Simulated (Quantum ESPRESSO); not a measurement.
# Sn (Fd-3m) in Quantum ESPRESSO: notebook, part 2 of 3

Quantum ESPRESSO 7.5. The steps go on from the part before.

### 3 Band structure, vdW-DF2

File pw.in:

```
&CONTROL
  calculation = 'scf'
  prefix = 'pwscf'
  outdir = './tmp'
  pseudo_dir = './pseudo'
  tprnfor = .true.
  tstress = .true.
  disk_io = 'low'
/
&SYSTEM
  ibrav = 0
  nat = 2
  ntyp = 1
  ecutwfc = 72
  nbnd = 21
  input_dft = 'vdw-df2'
  occupations = 'smearing'
  smearing = 'fd'
  degauss = 0.00367493
/
&ELECTRONS
  conv_thr = 4d-10
  electron_maxstep = 120
  mixing_beta = 0.5
/
ATOMIC_SPECIES
Sn   118.7100 Sn.upf
CELL_PARAMETERS bohr
   0.0000000000    6.1101323590    6.1101323590
   6.1101323590    0.0000000000    6.1101323590
   6.1101323590    6.1101323590    0.0000000000
ATOMIC_POSITIONS bohr
Sn     9.1651985385    9.1651985385    9.1651985385
Sn     6.1101323590    6.1101323590    6.1101323590
K_POINTS automatic
7 7 7 0 0 0
```

File bands.in:

```
&CONTROL
  calculation = 'bands'
  prefix = 'pwscf'
  outdir = './tmp'
  pseudo_dir = './pseudo'
  disk_io = 'low'
  verbosity = 'high'
/
&SYSTEM
  ibrav = 0
  nat = 2
  ntyp = 1
  ecutwfc = 72
  nbnd = 21
  input_dft = 'vdw-df2'
  occupations = 'smearing'
  smearing = 'fd'
  degauss = 0.00367493
/
&ELECTRONS
  conv_thr = 1d-08
  electron_maxstep = 120
  mixing_beta = 0.5
  diago_full_acc = .true.
/
ATOMIC_SPECIES
Sn   118.7100 Sn.upf
CELL_PARAMETERS bohr
   0.0000000000    6.1101323590    6.1101323590
   6.1101323590    0.0000000000    6.1101323590
   6.1101323590    6.1101323590    0.0000000000
ATOMIC_POSITIONS bohr
Sn     9.1651985385    9.1651985385    9.1651985385
Sn     6.1101323590    6.1101323590    6.1101323590
K_POINTS crystal
60
 0.0000000000  0.0000000000  0.0000000000 1
 0.0625000000  0.0000000000  0.0625000000 1
 0.1250000000  0.0000000000  0.1250000000 1
 0.1875000000  0.0000000000  0.1875000000 1
 0.2500000000  0.0000000000  0.2500000000 1
 0.3125000000  0.0000000000  0.3125000000 1
 0.3750000000  0.0000000000  0.3750000000 1
 0.4375000000  0.0000000000  0.4375000000 1
 0.5000000000  0.0000000000  0.5000000000 1
 0.5000000000  0.0625000000  0.5625000000 1
 0.5000000000  0.1250000000  0.6250000000 1
 0.5000000000  0.1875000000  0.6875000000 1
 0.5000000000  0.2500000000  0.7500000000 1
 0.4375000000  0.3125000000  0.7500000000 1
 0.3750000000  0.3750000000  0.7500000000 1
 0.3375000000  0.3375000000  0.6750000000 1
 0.3000000000  0.3000000000  0.6000000000 1
 0.2625000000  0.2625000000  0.5250000000 1
 0.2250000000  0.2250000000  0.4500000000 1
 0.1875000000  0.1875000000  0.3750000000 1
 0.1500000000  0.1500000000  0.3000000000 1
 0.1125000000  0.1125000000  0.2250000000 1
 0.0750000000  0.0750000000  0.1500000000 1
 0.0375000000  0.0375000000  0.0750000000 1
 0.0000000000  0.0000000000  0.0000000000 1
 0.0625000000  0.0625000000  0.0625000000 1
 0.1250000000  0.1250000000  0.1250000000 1
 0.1875000000  0.1875000000  0.1875000000 1
 0.2500000000  0.2500000000  0.2500000000 1
 0.3125000000  0.3125000000  0.3125000000 1
 0.3750000000  0.3750000000  0.3750000000 1
 0.4375000000  0.4375000000  0.4375000000 1
 0.5000000000  0.5000000000  0.5000000000 1
 0.5250000000  0.4500000000  0.5250000000 1
 0.5500000000  0.4000000000  0.5500000000 1
 0.5750000000  0.3500000000  0.5750000000 1
 0.6000000000  0.3000000000  0.6000000000 1
 0.6250000000  0.2500000000  0.6250000000 1
 0.5833333333  0.2500000000  0.6666666667 1
 0.5416666667  0.2500000000  0.7083333333 1
 0.5000000000  0.2500000000  0.7500000000 1
 0.5000000000  0.2857142857  0.7142857143 1
 0.5000000000  0.3214285714  0.6785714286 1
 0.5000000000  0.3571428571  0.6428571429 1
 0.5000000000  0.3928571429  0.6071428571 1
 0.5000000000  0.4285714286  0.5714285714 1
 0.5000000000  0.4642857143  0.5357142857 1
 0.5000000000  0.5000000000  0.5000000000 1
 0.4821428571  0.4821428571  0.5357142857 1
 0.4642857143  0.4642857143  0.5714285714 1
 0.4464285714  0.4464285714  0.6071428571 1
 0.4285714286  0.4285714286  0.6428571429 1
 0.4107142857  0.4107142857  0.6785714286 1
 0.3928571429  0.3928571429  0.7142857143 1
 0.3750000000  0.3750000000  0.7500000000 1
 0.6250000000  0.2500000000  0.6250000000 1
 0.5937500000  0.1875000000  0.5937500000 1
 0.5625000000  0.1250000000  0.5625000000 1
 0.5312500000  0.0625000000  0.5312500000 1
 0.5000000000  0.0000000000  0.5000000000 1
```

Potentials or basis: PseudoDojo 0.4.1 SR PBE standard.

Run with:

```sh
OMP_NUM_THREADS=1 pw.x -in pw.in > pw.out
OMP_NUM_THREADS=1 pw.x -in bands.in > bands.out
```

pw.out:

```text
This program is part of the open-source Quantum ESPRESSO suite
     for quantum simulation of materials; please cite
         "P. Giannozzi et al., J. Phys.:Condens. Matter 21 395502 (2009);
         "P. Giannozzi et al., J. Phys.:Condens. Matter 29 465901 (2017);
         "P. Giannozzi et al., J. Chem. Phys. 152 154105 (2020);
     in publications or presentations arising from this work. More details at

     IMPORTANT: XC functional enforced from input :
     Exchange-correlation= VDW-DF2
                           (   1   4  13   0   2   0   0)
     Any further DFT definition will be discarded
     Please, verify this is what you really want

     Message from routine setup:
     using ibrav=0 with symmetry is DISCOURAGED, use correct ibrav instead

     G-vector sticks info
     --------------------
     sticks:   dense  smooth     PW     G-vecs:    dense   smooth      PW
     Sum        1483    1483    433                37509    37509    5817

     Using Slab Decomposition

     bravais-lattice index     =            0
     lattice parameter (alat)  =       8.6410  a.u.
     unit-cell volume          =     456.2279 (a.u.)^3
     number of atoms/cell      =            2
     number of atomic types    =            1
     number of electrons       =        28.00
     number of Kohn-Sham states=           21
     kinetic-energy cutoff     =      72.0000  Ry
     charge density cutoff     =     288.0000  Ry
     scf convergence threshold =      4.0E-10
     mixing beta               =       0.5000
     number of iterations used =            8  plain     mixing
     Exchange-correlation= VDW-DF2
                           (   1   4  13   0   2   0   0)

     celldm(1)=   8.641032  celldm(2)=   0.000000  celldm(3)=   0.000000
     celldm(4)=   0.000000  celldm(5)=   0.000000  celldm(6)=   0.000000

     crystal axes: (cart. coord. in units of alat)
               a(1) = (   0.000000   0.707107   0.707107 )
               a(2) = (   0.707107   0.000000   0.707107 )
               a(3) = (   0.707107   0.707107   0.000000 )

     reciprocal axes: (cart. coord. in units 2 pi/alat)
               b(1) = ( -0.707107  0.707107  0.707107 )
               b(2) = (  0.707107 -0.707107  0.707107 )
               b(3) = (  0.707107  0.707107 -0.707107 )

[... 70 lines left out ...]
     %                                                                      %
     %  vdW-DF NEWS:                                                        %
     %                                                                      %
     %  * vdW-DF3 is now available. DOI: 10.1021/acs.jctc.0c00471           %
     %    use with input_dft = 'vdW-DF3-opt1' or 'vdW-DF3-opt2'             %
     %                                                                      %
     %  * Unscreened and range-separated hybrid vdW-DF-cx functionals       %
     %    DOI: 10.1063/1.4986522 and 10.1088/1361-648X/ac2ad2               %
     %    use with input_dft = 'vdW-DF-cx0'    and 'vdW-DF-ahcx'            %
     %  * Unscreened and range-separated hybrid vdW-DF2-b86r functionals    %
     %    DOI: 10.1063/1.4986522 and DOI: 10.1103/PhysRevX.12.041003        %
     %    use with input_dft = 'vdW-DF2-br0' and 'vdW-DF2-ahbr'             %
     %                                                                      %
     %%%%%%%%%%%%%%%%%%%%%%%%%%%%%%%%%%%%%%%%%%%%%%%%%%%%%%%%%%%%%%%%%%%%%%%%

     Starting wfcs are   18 randomized atomic wfcs +    3 random wfcs

     Self-consistent Calculation

     iteration #  1     ecut=    72.00 Ry     beta= 0.50
     Davidson diagonalization with overlap
     ethr =  1.00E-02,  avg # of iterations =  6.2

     Threshold (ethr) on eigenvalues was too large:
     Diagonalizing with lowered threshold

     Davidson diagonalization with overlap
     ethr =  1.03E-04,  avg # of iterations =  4.0

     total energy              =    -316.99960213 Ry
     estimated scf accuracy    <       0.02973844 Ry
[... 50 lines left out ...]
     iteration #  9     ecut=    72.00 Ry     beta= 0.50
     Davidson diagonalization with overlap
     ethr =  4.08E-12,  avg # of iterations =  2.0

     End of self-consistent calculation

          k = 0.0000 0.0000 0.0000 (  4693 PWs)   bands (ev):

   -13.7046 -13.7046 -13.7046 -13.6461 -13.6461 -13.3320 -13.3320 -13.3320
   -13.3253 -13.3253  -2.4442   7.3870   8.3960   8.3960   8.3960  10.4670
    10.4670  10.4670  13.4139  16.4780  16.4781

          k = 0.1010 0.1010-0.1010 (  4729 PWs)   bands (ev):
[... 85 lines left out ...]
   -13.7691 -13.7571 -13.6198 -13.5867 -13.4893 -13.4802 -13.4312 -13.3997
   -13.2544 -13.2428   0.5255   0.8075   5.3466   5.9616   9.2261  10.1619
    15.0120  15.2567  16.3457  17.5776  18.5814

          k = 0.4041 0.2020 0.0000 (  4708 PWs)   bands (ev):

   -13.7525 -13.7507 -13.6650 -13.5827 -13.5385 -13.4666 -13.3910 -13.3597
   -13.2668 -13.2640  -1.1834   2.9998   5.7607   6.7582  10.4695  10.4937
    12.2163  13.4039  15.4286  16.6877  17.4175

          k =-0.2020-0.4041 0.6061 (  4694 PWs)   bands (ev):
[... 13 lines left out ...]
   -13.7788 -13.7660 -13.5969 -13.5285 -13.5110 -13.4782 -13.4728 -13.4189
   -13.2461 -13.2336   0.2537   1.1521   4.9798   5.7880  10.5090  12.2042
    12.8687  12.9165  16.0880  17.1801  18.8874

     the Fermi energy is     8.1927 ev

!    total energy              =    -317.00015978 Ry
     estimated scf accuracy    <          1.9E-10 Ry
     smearing contrib. (-TS)   =      -0.00019621 Ry
     internal energy E=F+TS    =    -316.99996357 Ry

     The total energy is F=E-TS. E is the sum of the following terms:
     one-electron contribution =    -141.56784824 Ry
     hartree contribution      =      87.37517402 Ry
     xc contribution           =     -90.01030974 Ry
     ewald contribution        =    -172.79697961 Ry

     convergence has been achieved in   9 iterations

     Forces acting on atoms (cartesian axes, Ry/au):

     atom    1 type  1   force =     0.00000000    0.00000000   -0.00000000
     atom    2 type  1   force =    -0.00000000   -0.00000000    0.00000000

     Total force =     0.000000     Total SCF correction =     0.000000

     Computing stress (Cartesian axis) and pressure

          total   stress  (Ry/bohr**3)                   (kbar)     P=       79.42
   0.00053986  -0.00000000  -0.00000000           79.42       -0.00       -0.00
  -0.00000000   0.00053986  -0.00000000           -0.00       79.42       -0.00
  -0.00000000  -0.00000000   0.00053986           -0.00       -0.00       79.42

=------------------------------------------------------------------------------=
   JOB DONE.
=------------------------------------------------------------------------------=
```

bands.out:

```text
This program is part of the open-source Quantum ESPRESSO suite
     for quantum simulation of materials; please cite
         "P. Giannozzi et al., J. Phys.:Condens. Matter 21 395502 (2009);
         "P. Giannozzi et al., J. Phys.:Condens. Matter 29 465901 (2017);
         "P. Giannozzi et al., J. Chem. Phys. 152 154105 (2020);
[... 1215 lines left out ...]
   -13.7569 -13.7569 -13.6207 -13.6207 -13.4839 -13.4839 -13.3993 -13.3993
   -13.2548 -13.2548   0.6485   0.6485   5.8419   5.8419   9.1317   9.1317
    15.9691  15.9691  17.6532  17.6532  18.9484

=------------------------------------------------------------------------------=
   JOB DONE.
=------------------------------------------------------------------------------=
```

Run time: 5 min. Hardware: 1 thread of AMD EPYC 7B13 (Zen 3), shared host; peak memory 0.16 GiB.

Results:

```yaml
Free_energy: -4313.0069 eV
Pressure: 7.9 GPa
Band_gap_on_the_k_mesh: none (metal or under the smearing width)
```

Levels at the corners of the path, in eV from the Fermi level:
```
point  band 11  band 12  band 13  band 14  band 15  band 16  band 17  band 18
    Γ   -10.64    -0.81     0.20     0.20     0.20     2.27     2.27     2.27
    X    -7.54    -7.54    -2.35    -2.35     0.94     0.94     7.78     7.78
    W    -7.49    -7.49    -2.93    -2.93     3.50     3.50     4.21     4.21
    K    -7.95    -7.06    -3.26    -1.99     1.21     3.48     5.84     6.12
    Γ   -10.64    -0.81     0.20     0.20     0.20     2.27     2.27     2.27
    L    -9.02    -6.29    -1.01    -1.01     0.00     3.38     3.38     5.85
    U    -7.95    -7.06    -3.26    -1.99     1.21     3.48     5.84     6.12
    W    -7.49    -7.49    -2.93    -2.93     3.50     3.50     4.21     4.21
    L    -9.02    -6.29    -1.01    -1.01     0.00     3.38     3.38     5.85
    K    -7.95    -7.06    -3.26    -1.99     1.21     3.48     5.84     6.12
    U    -7.95    -7.06    -3.26    -1.99     1.21     3.48     5.84     6.12
    X    -7.54    -7.54    -2.35    -2.35     0.94     0.94     7.78     7.78
```

Caveat: the potentials were made for another functional, which shifts forces and pressure; spin-orbit coupling is left out, which moves the levels of the heavy elements.

### 4 Band structure, HLE16

File pw.in:

```
&CONTROL
  calculation = 'scf'
  prefix = 'pwscf'
  outdir = './tmp'
  pseudo_dir = './pseudo'
  tprnfor = .true.
  tstress = .true.
  disk_io = 'low'
/
&SYSTEM
  ibrav = 0
  nat = 2
  ntyp = 1
  ecutwfc = 72
  nbnd = 21
  input_dft = 'XC-000I-000I-545L-000I-000I-000I'
  occupations = 'smearing'
  smearing = 'fd'
  degauss = 0.00367493
/
&ELECTRONS
  conv_thr = 4d-10
  electron_maxstep = 120
  mixing_beta = 0.5
/
ATOMIC_SPECIES
Sn   118.7100 Sn.upf
CELL_PARAMETERS angstrom
   0.0000000000    3.2333428000    3.2333428000
   3.2333428000    0.0000000000    3.2333428000
   3.2333428000    3.2333428000    0.0000000000
ATOMIC_POSITIONS angstrom
Sn     4.8500142000    4.8500142000    4.8500142000
Sn     3.2333428000    3.2333428000    3.2333428000
K_POINTS automatic
7 7 7 0 0 0
```

File pp_density.in:

```
&INPUTPP
  prefix = 'pwscf'
  outdir = './tmp'
  filplot = 'density.dat'
  plot_num = 0
/
&PLOT
  nfile = 1
  filepp(1) = 'density.dat'
  iflag = 3
  output_format = 6
  fileout = 'density.cube'
/
```

File pp_potential.in:

```
&INPUTPP
  prefix = 'pwscf'
  outdir = './tmp'
  filplot = 'potential.dat'
  plot_num = 11
/
&PLOT
  nfile = 1
  filepp(1) = 'potential.dat'
  iflag = 3
  output_format = 6
  fileout = 'potential.cube'
/
```

File pp_elf.in:

```
&INPUTPP
  prefix = 'pwscf'
  outdir = './tmp'
  filplot = 'elf.dat'
  plot_num = 8
/
&PLOT
  nfile = 1
  filepp(1) = 'elf.dat'
  iflag = 3
  output_format = 6
  fileout = 'elf.cube'
/
```

bands.in: that of step 3 with these lines changed.

```diff
@@ -14,3 +14,3 @@
   nbnd = 21
-  input_dft = 'vdw-df2'
+  input_dft = 'XC-000I-000I-545L-000I-000I-000I'
   occupations = 'smearing'
@@ -27,9 +27,9 @@
 Sn   118.7100 Sn.upf
-CELL_PARAMETERS bohr
-   0.0000000000    6.1101323590    6.1101323590
-   6.1101323590    0.0000000000    6.1101323590
-   6.1101323590    6.1101323590    0.0000000000
-ATOMIC_POSITIONS bohr
-Sn     9.1651985385    9.1651985385    9.1651985385
-Sn     6.1101323590    6.1101323590    6.1101323590
+CELL_PARAMETERS angstrom
+   0.0000000000    3.2333428000    3.2333428000
+   3.2333428000    0.0000000000    3.2333428000
+   3.2333428000    3.2333428000    0.0000000000
+ATOMIC_POSITIONS angstrom
+Sn     4.8500142000    4.8500142000    4.8500142000
+Sn     3.2333428000    3.2333428000    3.2333428000
 K_POINTS crystal
```

Run with:

```sh
OMP_NUM_THREADS=1 pw.x -in pw.in > pw.out
OMP_NUM_THREADS=1 pp.x -in pp_density.in > pp_density.out
OMP_NUM_THREADS=1 pp.x -in pp_potential.in > pp_potential.out
OMP_NUM_THREADS=1 pp.x -in pp_elf.in > pp_elf.out
OMP_NUM_THREADS=1 pw.x -in bands.in > bands.out
```

It took 2.1 min on 1 thread of AMD EPYC 7B13 (Zen 3), shared host; peak memory 0.13 GiB.

It converged, with:

```yaml
Free_energy: -4594.1109 eV
Pressure: -2.3 GPa
Band_gap_on_the_k_mesh: none (metal or under the smearing width)
```

Levels at the corners of the path, in eV from the Fermi level:
```
point  band 11  band 12  band 13  band 14  band 15  band 16  band 17  band 18
    Γ   -10.59    -0.63    -0.04    -0.04    -0.04     2.33     2.33     2.33
    X    -7.58    -7.58    -2.37    -2.37     1.51     1.51     7.83     7.83
    W    -7.54    -7.54    -2.79    -2.79     3.66     3.66     4.72     4.72
    K    -8.00    -7.09    -3.08    -2.04     1.70     3.80     6.14     6.17
    Γ   -10.59    -0.63    -0.04    -0.04    -0.04     2.33     2.33     2.33
    L    -9.05    -6.21    -1.15    -1.15     0.36     3.51     3.51     7.22
    U    -8.00    -7.09    -3.08    -2.04     1.70     3.80     6.14     6.17
    W    -7.54    -7.54    -2.79    -2.79     3.66     3.66     4.72     4.72
    L    -9.05    -6.21    -1.15    -1.15     0.36     3.51     3.51     7.22
    K    -8.00    -7.09    -3.08    -2.04     1.70     3.80     6.14     6.17
    U    -8.00    -7.09    -3.08    -2.04     1.70     3.80     6.14     6.17
    X    -7.58    -7.58    -2.37    -2.37     1.51     1.51     7.83     7.83
```

Caveat: the potentials were made for another functional, which shifts forces and pressure; the potentials were made for a functional far from this one; spin-orbit coupling is left out, which moves the levels of the heavy elements.

### 5 Band structure, PBE

pw.in: that of step 4 with these lines changed.

```diff
@@ -13,5 +13,5 @@
   ntyp = 1
-  ecutwfc = 72
+  ecutwfc = 45
+  ecutrho = 360
   nbnd = 21
-  input_dft = 'XC-000I-000I-545L-000I-000I-000I'
   occupations = 'smearing'
@@ -26,3 +26,3 @@
 ATOMIC_SPECIES
-Sn   118.7100 Sn.upf
+Sn   118.7100 sn_pbe_v1.4.uspp.F.UPF
 CELL_PARAMETERS angstrom
```

bands.in: that of step 4 with these lines changed.

```diff
@@ -12,5 +12,5 @@
   ntyp = 1
-  ecutwfc = 72
+  ecutwfc = 45
+  ecutrho = 360
   nbnd = 21
-  input_dft = 'XC-000I-000I-545L-000I-000I-000I'
   occupations = 'smearing'
@@ -26,3 +26,3 @@
 ATOMIC_SPECIES
-Sn   118.7100 Sn.upf
+Sn   118.7100 sn_pbe_v1.4.uspp.F.UPF
 CELL_PARAMETERS angstrom
```

Potentials or basis: GBRV 1.5 PBE.

Run with:

```sh
OMP_NUM_THREADS=1 pw.x -in pw.in > pw.out
OMP_NUM_THREADS=1 pw.x -in bands.in > bands.out
```

It took 2 min on 1 thread of AMD EPYC 7B13 (Zen 3), shared host; peak memory 0.23 GiB.

Results (log left out):

```yaml
Free_energy: -4333.0786 eV
Band_gap_on_the_k_mesh: none (metal or under the smearing width)
```

Levels at the corners of the path, in eV from the Fermi level:
| point | band 10 | band 11 | band 12 | band 13 | band 14 | band 15 | band 16 | band 17 | band 18 | band 19 |
| --- | --- | --- | --- | --- | --- | --- | --- | --- | --- | --- |
| Γ | -21.31 | -10.66 | -0.55 | 0.10 | 0.10 | 0.10 | 2.18 | 2.18 | 2.18 | 5.07 |
| X | -21.24 | -7.53 | -7.53 | -2.48 | -2.48 | 0.83 | 0.83 | 7.82 | 7.82 | 9.43 |
| W | -21.22 | -7.47 | -7.47 | -3.07 | -3.07 | 3.48 | 3.48 | 4.07 | 4.07 | 9.17 |
| K | -21.22 | -7.94 | -7.04 | -3.40 | -2.12 | 1.12 | 3.41 | 5.84 | 6.07 | 6.85 |
| Γ | -21.31 | -10.66 | -0.55 | 0.10 | 0.10 | 0.10 | 2.18 | 2.18 | 2.18 | 5.07 |
| L | -21.26 | -9.02 | -6.32 | -1.12 | -1.12 | 0.03 | 3.26 | 3.26 | 5.69 | 8.61 |
| U | -21.22 | -7.94 | -7.04 | -3.40 | -2.12 | 1.12 | 3.41 | 5.84 | 6.07 | 6.85 |
| W | -21.22 | -7.47 | -7.47 | -3.07 | -3.07 | 3.48 | 3.48 | 4.07 | 4.07 | 9.17 |
| L | -21.26 | -9.02 | -6.32 | -1.12 | -1.12 | 0.03 | 3.26 | 3.26 | 5.69 | 8.61 |
| K | -21.22 | -7.94 | -7.04 | -3.40 | -2.12 | 1.12 | 3.41 | 5.84 | 6.07 | 6.85 |
| U | -21.22 | -7.94 | -7.04 | -3.40 | -2.12 | 1.12 | 3.41 | 5.84 | 6.07 | 6.85 |
| X | -21.24 | -7.53 | -7.53 | -2.48 | -2.48 | 0.83 | 0.83 | 7.82 | 7.82 | 9.43 |

Caveat: the cutoff is too short for stress, so the log's stress isn't used; the cutoff lies well under what these potentials need, so the values aren't converged; spin-orbit coupling is left out, which moves the levels of the heavy elements.

(Continued in part 3 of 3.)
